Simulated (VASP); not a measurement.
# Au (Im-3m) in VASP: notebook

One crystal, Au, is run at these levels: PBEsol; tasks: equation of state.

Everything below comes from runs of VASP 6.6.1. Logs are shortened: lines on timing, memory, paths and dates and some standing lists are left out, and cuts for length are marked.

## (1) Starting point

The structure is cubic, space group Im-3m (No. 229). The conventional cell has a = 3.239 Å, b = 3.239 Å, c = 3.239 Å, α = 90.00°, β = 90.00°, γ = 90.00°. Au (site symmetry m-3m) has 8 Au at 2.81 Å as nearest neighbours.

This isn't the form of Au at room conditions, which is fcc.

## (2) Equation of state, PBEsol, 16.32 Å³/atom (a relaxed cell with its volume scaled by 0.96)

INCAR

```
SYSTEM = Au
PREC = Accurate
ENCUT = 520
EDIFF = 1E-6
ISMEAR = -1
SIGMA = 0.05
LREAL = .FALSE.
LASPH = .TRUE.
NELM = 100
ALGO = Fast
ISIF = 2
LWAVE = .FALSE.
LCHARG = .FALSE.
GGA = PS
```

KPOINTS

```
regular mesh
0
G
  10 10 10
  0 0 0
```

POSCAR

```
Au                                      
1.0
   -1.5978435526      1.5978435526      1.5978435526
    1.5978435526     -1.5978435526      1.5978435526
    1.5978435526      1.5978435526     -1.5978435526
  Au            
     1
Direct
     0.0000000000000000    0.0000000000000000    0.0000000000000000
```

Potentials or basis: VASP PAW PBE potentials, release 64 (Au).

Launch:

```console
$ cat potpaw_PBE.64/Au/POTCAR > POTCAR
$ mpirun -np 1 vasp_std > vasp.out
```

OUTCAR:

```text
SYSTEM = Au
   PREC = Accurate
   ENCUT = 520
   EDIFF = 1E-6
   ISMEAR = -1
   LREAL = .FALSE.
   LASPH = .TRUE.
   NELM = 100
   ISIF = 2
   GGA = PS

 ion  position               nearest neighbor table
   1  0.000  0.000  0.000-

  LATTYP: Found a body centered cubic cell.
 ALAT       =     3.1956871052

  Lattice vectors:

 A1 = (  -1.5978435526,   1.5978435526,   1.5978435526)
 A2 = (   1.5978435526,  -1.5978435526,   1.5978435526)
 A3 = (   1.5978435526,   1.5978435526,  -1.5978435526)

Analysis of symmetry for initial positions (statically):
=====================================================================
 Subroutine PRICEL returns:
 Original cell was already a primitive cell.

 Routine SETGRP: Setting up the symmetry group for a
 body centered cubic supercell.

 Subroutine GETGRP returns: Found 48 space group operations
 (whereof 48 operations were pure point group operations)
 out of a pool of 48 trial point group operations.

The static configuration has the point symmetry O_h .

Analysis of symmetry for dynamics (positions and initial velocities):
=====================================================================
 Subroutine PRICEL returns:
 Original cell was already a primitive cell.

 Routine SETGRP: Setting up the symmetry group for a
 body centered cubic supercell.

 Subroutine GETGRP returns: Found 48 space group operations
 (whereof 48 operations were pure point group operations)
 out of a pool of 48 trial point group operations.

The dynamic configuration has the point symmetry O_h .

 Subroutine INISYM returns: Found 48 space group operations
 (whereof 48 operations are pure point group operations),
 and found     1 'primitive' translations

----------------------------------------------------------------------------------------

                                     Primitive cell

  volume of cell :      16.3178

  direct lattice vectors                    reciprocal lattice vectors
    -1.597843553  1.597843553  1.597843553     0.000000000  0.312921750  0.312921750
     1.597843553 -1.597843553  1.597843553     0.312921750  0.000000000  0.312921750
     1.597843553  1.597843553 -1.597843553     0.312921750  0.312921750  0.000000000

  length of vectors
     2.767546216  2.767546216  2.767546216     0.442538182  0.442538182  0.442538182

  position of ions in fractional coordinates (direct lattice)
     0.000000000  0.000000000  0.000000000

[... 73 lines left out ...]
   ENCUT  =  520.0 eV  38.22 Ry    6.18 a.u.   5.15  5.15  5.15*2*pi/ulx,y,z
   NELM   =    100;   NELMIN=  2; NELMDL= -5     # of ELM steps
   EDIFF  = 0.1E-05   stopping-criterion for ELM
   LREAL  =      F    real-space projection
   EDIFFG = 0.1E-04   stopping-criterion for IOM
   NSW    =      0    number of steps for IOM
   IBRION =     -1    ionic relax: 0-MD 1-quasi-New 2-CG
   NFREE  =      0    steps in history (QN), initial steepest desc. (CG)
   ISIF   =      2    stress and relaxation
   ISYM   =      2    0-nonsym 1-usesym 2-fastsym
   POTIM  = 0.5000    time-step for ionic-motion
   TEBEG  =    0.0;   TEEND  =   0.0 temperature during run
   PSTRESS=    0.0 pullay stress
   NELECT =      11.0000    total number of electrons
   NUPDOWN=      -1.0000    fix difference up-down
   EMIN   =  10.00;   EMAX   =-10.00  energy-range for DOS
   EFERMI =   0.00;   METHOD = LEGACY
   ISMEAR =    -1;   SIGMA  =   0.05  broadening in eV -4-tet -1-fermi 0-gaus
   EFERMI_NEDOS =   21; number of points for ismear=-14 and -15
   IALGO  =     68    algorithm
   IMIX   =      4    mixing-type and parameters
     AMIX     =   0.40;   BMIX     =  1.00
     AMIX_MAG =   1.60;   BMIX_MAG =  1.00
  volume/ion in A,a.u.               =      16.32       110.12
  Fermi-wavevector in a.u.,A,eV,Ry     =   1.435439  2.712587 28.034611  2.060486
  Thomas-Fermi vector in A             =   2.554738
   LORBIT       =      0    0 simple, 1 ext, 2 COOP (PROOUT), +10 PAW based schemes
   GGA     = PS    functional components
   LHFCALC =     F    Hartree Fock is set to
   AEXX    =    0.0000 exact exchange contribution
   IVDW    =     0    specifies the selected vdW correction
   LEPSILON=     F    determine dielectric tensor
   LRPA    =     F    only Hartree local field effects (RPA)
 non-spin polarized calculation
 RMM-DIIS sequential band-by-band and
  energy-cutoff  :      520.00
  volume of cell :       16.32
 maximum number of plane-waves:       466
 NGX is ok and might be reduce to    24
   NGX = 11   NGY = 11   NGZ = 11

 number of electron      10.9999999 magnetization

 Free energy of the ion-electron system (eV)
  ---------------------------------------------------
  ext. energy  EPLUGINS =         0.00000000
  ---------------------------------------------------
  free energy    TOTEN  =        -3.87380467 eV

  energy without entropy =       -3.87027541  energy(sigma->0) =       -3.87204004

 E-fermi :  10.1320     XC(G=0): -13.1479

 val. band max:       10.0854499933   @ k =   0.4000   0.1000  -0.0000
 cond. band min:      10.2978413538   @ k =   0.3000   0.1000   0.1000
 fundamental gap:      0.2123913604
 Fermi energy:        10.1319566828

 k-point     1 :       0.0000    0.0000    0.0000
  band No.  band energies     occupation
      1      -0.3591      2.00000
      2       4.8954      2.00000
      3       4.8954      2.00000
      4       4.8954      2.00000
      5       6.9896      2.00000
      6       6.9896      2.00000
      7      26.5190      0.00000
      8      26.5190      0.00000
      9      26.5190      0.00000
[... 265 lines left out ...]
 k-point    24 :      -0.3000    0.3000    0.1000
  band No.  band energies     occupation
      1       2.4213      2.00000
      2       4.3721      2.00000
      3       5.1540      2.00000
      4       6.3416      2.00000
      5       7.0208      2.00000
      6       7.4942      2.00000
      7      20.5428      0.00000
      8      24.4131      0.00000
      9      26.4194      0.00000

 [... further k-points ...]
[... 5 lines left out ...]
  --------------------------------------------------------------------------------------
  -------------------------------------------------------------------------------------
  Total        0.8152129      0.8152129      0.8152129     -0.0000000     -0.0000000      0.0000000
  in kB       80.0421713     80.0421713     80.0421713     -0.0000000     -0.0000000      0.0000000
  external PRESSURE =      80.0421713 kB  Pullay stress =       0.0000000 kB

 VOLUME and BASIS-vectors are now :
 -----------------------------------------------------------------------------
  energy-cutoff  :      520.00
  volume of cell :       16.32
      direct lattice vectors                 reciprocal lattice vectors
    -1.597843553  1.597843553  1.597843553     0.000000000  0.312921750  0.312921750
     1.597843553 -1.597843553  1.597843553     0.312921750  0.000000000  0.312921750
     1.597843553  1.597843553 -1.597843553     0.312921750  0.312921750  0.000000000

 POSITION                                       TOTAL-FORCE (eV/Angst)
 -----------------------------------------------------------------------------------
      0.00000      0.00000      0.00000        -0.000000     -0.000000      0.000000
 -----------------------------------------------------------------------------------
    total drift:                               -0.000000      0.000000     -0.000000

  FREE ENERGIE OF THE ION-ELECTRON SYSTEM (eV)
  ---------------------------------------------------
  free  energy   TOTEN  =        -3.8738046705 eV

  energy  without entropy=       -3.8702754090  energy(sigma->0) =       -3.87204004
```

stdout:

```text
POSCAR found type information on POSCAR Au
 POSCAR found :  1 types and       1 ions
 scaLAPACK will be used
 -----------------------------------------------------------------------------
|                                                                             |
|                                                                             |
|     You enforced a specific xc type in the INCAR file but a different       |
|     I HOPE YOU KNOW WHAT YOU ARE DOING!                                     |
|                                                                             |
 -----------------------------------------------------------------------------

 LDA part: xc-table for (Slater+PW92), standard interpolation
 POSCAR, INCAR and KPOINTS ok, starting setup
 FFT: planning ... GRIDC
 FFT: planning ... GRID_SOFT
 FFT: planning ... GRID
 WAVECAR not read
 entering main loop
```

Run time: 5 s. Hardware: 1 thread of Intel Xeon Platinum 8488C (Sapphire Rapids), shared host; peak memory 0.14 GiB.

Results:

```
Free energy            : -3.8738 eV
Pressure               : 8.0 GPa
Band gap on the k mesh : none (metal or under the smearing width)
```

Caveat: the PAW data sets were made with another functional, which shifts forces and pressure a little.

## (3) Equation of state, PBEsol, 16.66 Å³/atom (a relaxed cell with its volume scaled by 0.98)

INCAR is that of step 2.

KPOINTS is that of step 2.

POSCAR

```
Au                                      
1.0
   -1.6088635115      1.6088635115      1.6088635115
    1.6088635115     -1.6088635115      1.6088635115
    1.6088635115      1.6088635115     -1.6088635115
  Au            
     1
Direct
     0.0000000000000000    0.0000000000000000    0.0000000000000000
```

Potentials or basis: VASP PAW PBE potentials, release 64 (Au).

Launch:

```console
$ cat potpaw_PBE.64/Au/POTCAR > POTCAR
$ mpirun -np 1 vasp_std > vasp.out
```

It took 5 s on 1 thread of Intel Xeon Platinum 8488C (Sapphire Rapids), shared host; peak memory 0.13 GiB.

Results (log left out):

```
Free energy            : -3.8863 eV
Pressure               : 3.7 GPa
Band gap on the k mesh : none (metal or under the smearing width)
```

Caveat: the PAW data sets were made with another functional, which shifts forces and pressure a little.

## (4) Equation of state, PBEsol, 17.00 Å³/atom

INCAR is that of step 3.

KPOINTS is that of step 3.

POSCAR

```
Au                                      
1.0
   -1.6197345407      1.6197345407      1.6197345407
    1.6197345407     -1.6197345407      1.6197345407
    1.6197345407      1.6197345407     -1.6197345407
  Au            
     1
Direct
     0.0000000000000000    0.0000000000000000    0.0000000000000000
```

Launch:

```console
$ cat potpaw_PBE.64/Au/POTCAR > POTCAR
$ mpirun -np 1 vasp_std > vasp.out
```

Run time: 5.2 s. Hardware: 1 thread of Intel Xeon Platinum 8488C (Sapphire Rapids), shared host; peak memory 0.14 GiB.

Results (log left out):

| Quantity | Value |
| --- | --- |
| Free energy | -3.8902 eV |
| Pressure | 0.0 GPa |
| Band gap on the k mesh | none (metal or under the smearing width) |

Caveat: the PAW data sets were made with another functional, which shifts forces and pressure a little.

## (5) Equation of state, PBEsol, 17.34 Å³/atom (a relaxed cell with its volume scaled by 1.02)

INCAR is that of step 4.

KPOINTS is that of step 4.

POSCAR

```
Au                                      
1.0
   -1.6304615721      1.6304615721      1.6304615721
    1.6304615721     -1.6304615721      1.6304615721
    1.6304615721      1.6304615721     -1.6304615721
  Au            
     1
Direct
     0.0000000000000000    0.0000000000000000    0.0000000000000000
```

Launch:

```console
$ cat potpaw_PBE.64/Au/POTCAR > POTCAR
$ mpirun -np 1 vasp_std > vasp.out
```

Wall time 4.9 s (1 thread of Intel Xeon Platinum 8488C (Sapphire Rapids), shared host); peak memory 0.14 GiB.

Results (log left out):

```yaml
Free_energy: -3.8867 eV
Pressure: -3.3 GPa
Band_gap_on_the_k_mesh: none (metal or under the smearing width)
```

Caveat: the PAW data sets were made with another functional, which shifts forces and pressure a little.

## (6) Equation of state, PBEsol, 17.68 Å³/atom (a relaxed cell with its volume scaled by 1.04)

INCAR is that of step 5.

KPOINTS is that of step 5.

POSCAR

```
Au                                      
1.0
   -1.6410492816      1.6410492816      1.6410492816
    1.6410492816     -1.6410492816      1.6410492816
    1.6410492816      1.6410492816     -1.6410492816
  Au            
     1
Direct
     0.0000000000000000    0.0000000000000000    0.0000000000000000
```

Potentials or basis: VASP PAW PBE potentials, release 64 (Au).

Launch:

```console
$ cat potpaw_PBE.64/Au/POTCAR > POTCAR
$ mpirun -np 1 vasp_std > vasp.out
```

It took 4.9 s on 1 thread of Intel Xeon Platinum 8488C (Sapphire Rapids), shared host; peak memory 0.14 GiB.

The run converged. Its results:

```yaml
Free_energy: -3.8768 eV
Pressure: -6.1 GPa
Band_gap_on_the_k_mesh: none (metal or under the smearing width)
```

Caveat: the PAW data sets were made with another functional, which shifts forces and pressure a little.

## (7) Equation of state, PBEsol

This step only gathers the single runs of the series.

What came out:

* Equilibrium volume: 17.00 Å³/atom
* Bulk modulus: 174 GPa
* Pressure derivative of the bulk modulus: 5.9 (rough: it moves with the points fitted)

Energy against volume, from the lowest point:
| volume (Å³/atom) | energy (meV/atom) |
| --- | --- |
| 16.318 | 16.40 |
| 16.658 | 3.94 |
| 16.998 | 0.00 |
| 17.338 | 3.46 |
| 17.678 | 13.38 |

Caveat: the PAW data sets were made with another functional, which shifts forces and pressure a little. The run has no spin-orbit coupling, so splittings on Au are missing.
